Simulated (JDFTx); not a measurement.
## SrO under changes of volume

One of the cells (16.901 Å³/atom); the others are scaled copies at fixed shape and fractional positions:

```xyz
2
Lattice="0.0000 2.5663 2.5663 2.5663 0.0000 2.5663 2.5663 2.5663 0.0000" Properties=species:S:1:pos:R:3 pbc="T T T"
Sr    2.5663    2.5663    2.5663
O     0.0000    0.0000    0.0000
```

```yaml
Program: JDFTx 1.7.0 (patched build)
Functional: RPBE
Potentials_or_basis: PseudoDojo-SR-PBE-0.5-standard
Cutoff: 1143 eV
Density_cutoff: 9143 eV
k_mesh: 9 × 9 × 9
Occupations: fermi-dirac, width 0.05 eV
Spin: no spin polarisation
```

```tsv
volume (Å³/atom)	energy over the lowest point (meV/atom)	pressure (GPa)	gap on the mesh (eV)
15.887	79.69	13.1	3.48
16.225	54.74	10.5	3.50
16.563	35.17	8.1	3.51
16.901	20.34	6.0	3.51
17.239	9.81	4.0	3.52
17.577	?	?	?
17.915	0.00	0.7	3.53
```

Problem. What does the run at 17.577 Å³/atom give?

Solution. Energy over the lowest point 3.15 meV/atom; pressure 2.3 GPa; gap on the mesh 3.53 eV.

Worked out: A Birch-Murnaghan fit of order 3 (a polynomial in V^(-2/3)) to the other rows has its minimum at 18.09 Å³/atom, just outside them, with B0 = V·E''(V) = 75 GPa and B' = 4.6. It gives 3.17 meV/atom at 17.577 Å³/atom, against the run's 3.15, and -dE/dV = 2.3 GPa, against 2.3. A parabola through the other rows of the gap, of slope 0.196 eV per unit of ln V there, gives 3.53 eV, against the run's 3.53.

Energies are extrapolated to zero smearing.

Caveats: the potentials were made for another functional, which shifts forces and pressure; an odd mesh through Γ misses points on the zone boundary, where band edges often lie. Spin-orbit coupling on Sr is left out.
